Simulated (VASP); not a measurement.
Wanted: the native input for a VASP 6.6.1 run.

- Task: relaxation of cell and atoms
- Functional: AM05
- Potentials or basis: VASP PAW PBE potentials, release 64 (Ti_sv, O)
- Cutoff: 600 eV
- k mesh: 9 × 9 × 7
- Occupations: fermi-dirac, width 0.05 eV
- Spin: no spin polarisation
- Further INCAR settings: ALGO = Normal; EDIFF = 1e-06; IBRION = 2; EDIFFG = -0.01; NSW = 40; ISIF = 3

The structure of TiO lies in POSCAR:

```
TiO
1.0
    3.0093900000      0.0000000000      0.0000000000
    0.0000000000      3.0093900000      0.0000000000
    0.0000000000      0.0000000000      3.6804200000
Ti O
1 1
Direct
    0.0000000000      0.0000000000      0.0000000000
    0.0000000000      0.0000000000      0.5000000000
```

The cell was built by a generator and needn't be a form met in nature.

The input as run:

INCAR

```
PREC     = Accurate       # precision mode
ENCUT    = 600            # plane-wave cutoff, eV
EDIFF    = 1E-6           # SCF threshold, eV
ISMEAR   = -1             # smearing method
SIGMA    = 0.05           # smearing width, eV
LREAL    = F              # projectors in reciprocal space
LASPH    = T              # aspherical terms in the spheres
NELM     = 60             # most SCF steps
ALGO     = Normal         # electronic algorithm
ISIF     = 3              # what is computed and relaxed
LWAVE    = F              # write WAVECAR
LCHARG   = F              # write CHGCAR
GGA      = AM             # functional
IBRION   = 2              # ionic algorithm
NSW      = 40             # ionic steps
EDIFFG   = -0.01          # ionic threshold
```

KPOINTS

```
regular mesh
0
Gamma
  9 9 7
```

Potentials or basis: VASP PAW PBE potentials, release 64 (Ti_sv, O).

Run with:

```sh
$ cat potpaw_PBE.64/Ti_sv/POTCAR potpaw_PBE.64/O/POTCAR > POTCAR
$ mpirun -np 1 vasp_std > vasp.out
```

Results of the run:

```json
{
 "Relaxed volume": "15.97 Å³/atom",
 "Relaxed cell": "a = 2.955 Å, b = 2.955 Å, c = 3.657 Å, α = 90.00°, β = 90.00°, γ = 90.00°",
 "Space group after relaxing (to 0.05 Å)": "P4/mmm (No. 123)",
 "Energy gained by relaxing": "5.1 meV/atom",
 "Ionic steps": "6",
 "Pressure after relaxing": "0.0 GPa",
 "Band gap on the k mesh": "none (metal or under the smearing width)"
}
```

Caveat: the PAW data sets were made with another functional, which shifts forces and pressure a little; semilocal functionals often make such compounds metallic where correlation or magnetic order opens a gap, which also shifts bond lengths.

It took 44 s on 1 thread of Intel(R) Xeon(R) 6975P-C (Granite Rapids) (shared host), peak memory 0.17 GiB.
